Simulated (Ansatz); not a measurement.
Cell and atoms are relaxed with the symmetry kept. Start:

```xyz
12
Lattice="-3.3227 3.3227 3.0072 3.3227 -3.3227 3.0072 3.3227 3.3227 -3.0072" Properties=species:S:1:pos:R:3 pbc="T T T"
Hf    0.0000    3.3227    1.5036
Hf    0.0000    0.0000    0.0000
Si    3.3227    0.0000    1.5036
Si    0.0000    0.0000    3.0072
O     3.3227    2.0987   -1.0890
O     4.5468    0.0000    0.4146
O     0.0000    1.2241    1.9182
O     2.0987    0.0000    0.4146
O     3.3227    1.2241    2.5926
O     1.2241    0.0000    4.0962
O     3.3227   -1.2241    2.5926
O     2.0987    3.3227    1.0890
```

All numbers below come from DFT PBEsol, scalar-relativistic, plane waves, PAW in Ansatz.

Cutoff 420 eV; k points 6×6×6 on the computed 12-atom cell (Γ-centred); Gaussian smearing, width 0.02 eV; no spin polarisation.

Q: What does it relax to?

A: The volume falls by 0.30 Å³/atom to 10.77 Å³/atom, and the energy falls by 5.8 meV/atom. Final structure:
```cif
data_structure
_symmetry_space_group_name_H-M 'I4_1/amd:1'
_symmetry_Int_Tables_number 141
_cell_length_a 6.5822
_cell_length_b 6.5822
_cell_length_c 5.9661
_cell_angle_alpha 90.000
_cell_angle_beta 90.000
_cell_angle_gamma 90.000
_cell_volume 258.48
loop_
_atom_site_label
_atom_site_type_symbol
_atom_site_symmetry_multiplicity
_atom_site_Wyckoff_symbol
_atom_site_fract_x
_atom_site_fract_y
_atom_site_fract_z
_atom_site_occupancy
Hf1 Hf 4 a 0.00000 0.50000 0.25000 1
Si1 Si 4 b 0.50000 0.00000 0.25000 1
O1 O 16 h 0.50000 0.31521 0.81813 1
```

Spin–orbit coupling is left out, which can shift energies with elements as heavy as these.

Cost: 1 run of about 3.1 core-minutes, on Arm Neoverse V1 (shared hosts).